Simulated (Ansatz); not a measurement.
# CdTe: the cost of one run

Computed with Ansatz 0.2.0 (DFT, PBE, plane-wave PAW, default files, scalar-relativistic, frozen cores, as far as a step names no other, unless a step's input says otherwise).

1 further run of the same task is left out (it didn't finish).

## Step 1: Starting point

It takes space group F-43m (No. 216, cubic). The conventional cell has a = 6.280 Å, b = 6.280 Å, c = 6.280 Å, α = 90.00°, β = 90.00°, γ = 90.00°. Cd (site symmetry -43m) is surrounded by 4 Te at 2.72 Å. Te (site symmetry -43m) is surrounded by 4 Cd at 2.72 Å.

Structure file:

```xyz
2
Lattice="0.0000 3.1400 3.1400 3.1400 0.0000 3.1400 3.1400 3.1400 0.0000" Properties=species:S:1:pos:R:3 pbc="T T T"
Cd    0.0000    0.0000    0.0000
Te    1.5700    1.5700    1.5700
```

The earlier run gave: gap on the mesh 1.06 eV, largest force 0.000 eV/Å, pressure 8.0 GPa.

Like atoms gathered into sites:

| site | atoms | first shell | V_zz (10²¹ V/m²) | η | C_Q (MHz) |
| --- | --- | --- | --- | --- | --- |
| Cd | 1 | 4 Te at 2.72 Å | 0.00 | – | – |
| Te | 2 | 4 Cd at 2.72 Å | 0.00 | – | – |

C_Q = eQV_zz/h, which is 24.18 MHz for Q = 1 b and V_zz = 10²¹ V/m²; η = (V_xx − V_yy)/V_zz. Quadrupole moments are those of Pyykkö's year-2017 table. A dash under C_Q marks elements without a common quadrupolar isotope.

## Step 2: Z stretched by +3 %, ions relaxed

input.yaml reads:

```yaml
crystal:
  lattice:
    - [0.0, 3.14, 3.2342]
    - [3.14, 0.0, 3.2342]
    - [3.14, 3.14, 0.0]
  atoms:
    - { symbol: Cd, position: [0.0, 0.0, 0.0] }
    - { symbol: Te, position: [0.25, 0.25, 0.25] }
kpoints:
  mp_grid: { grid: [12, 12, 12] }
scf:
  occupations: { method: fermi_dirac, width: 0.02 }
hamiltonian:
  xc: pbe
  pseudopotentials: { kind: paw, frozen_core: stored }
output:
  forces: true
  stress: true
  populations: true
  efg: {}
  write_density: true
  write_potential: true
  elf: true
  volumetric_format: npy
relax:
  f_tol: 0.02
  max_steps: 60
```

The run is started by

```
$ ansatz run input.yaml --threads 1 --pin off --max-ram 3072MiB --backend cpu --events-out ev --progress --plain --runs-dir out
```

**Question.** How long does this run take on 1 thread of Intel Xeon at 2.50GHz (Skylake/Cascade Lake), shared host, and how much memory does it need?

About 61 s, with a peak of 0.57 GiB.
